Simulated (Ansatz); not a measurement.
Write the native input for Ansatz 0.2.0 that does the following.

```yaml
Task: single point
Functional: PBE
Potentials_or_basis: Ansatz PAW
Cutoff: "420 eV (not typed: the program's choice for these potentials)"
k_mesh: 9 × 9 × 9
Occupations: gaussian, width 0.013 eV
Spin: no spin polarisation
```

Crystal: Pb.

```
Pb
1.0
    -1.97966    1.97966    1.97966
     1.97966   -1.97966    1.97966
     1.97966    1.97966   -1.97966
Pb
1
Direct
  0.00000 0.00000 0.00000
```

This isn't the form of Pb at room conditions, which is fcc.

The input as run:

input.yaml

```yaml
crystal:
  lattice:
    - [-1.9796595667, 1.9796595667, 1.9796595667]
    - [1.9796595667, -1.9796595667, 1.9796595667]
    - [1.9796595667, 1.9796595667, -1.9796595667]
  atoms:
    - { symbol: Pb, position: [0.0, 0.0, 0.0] }
hamiltonian:
  xc: pbe
  pseudopotentials: { kind: paw }
kpoints:
  mp_grid: { grid: [9, 9, 9] }
scf:
  occupations: { method: gaussian, width: 0.013 }
output:
  forces: true
  stress: true
  eigenvalues: true
```

Potentials or basis: Ansatz PAW.

Run with:

```console
$ ansatz run input.yaml --threads 2 --pin off --max-ram 5632MiB --backend cpu --events-out ev --progress --plain --runs-dir out
```

Results of the run:

```
Pressure               : 0.7 GPa
Band gap on the k mesh : none (metal or under the smearing width)
```

Wall time 0.44 s on 2 threads of Arm Neoverse V2, on a shared host, peak memory 0.27 GiB.
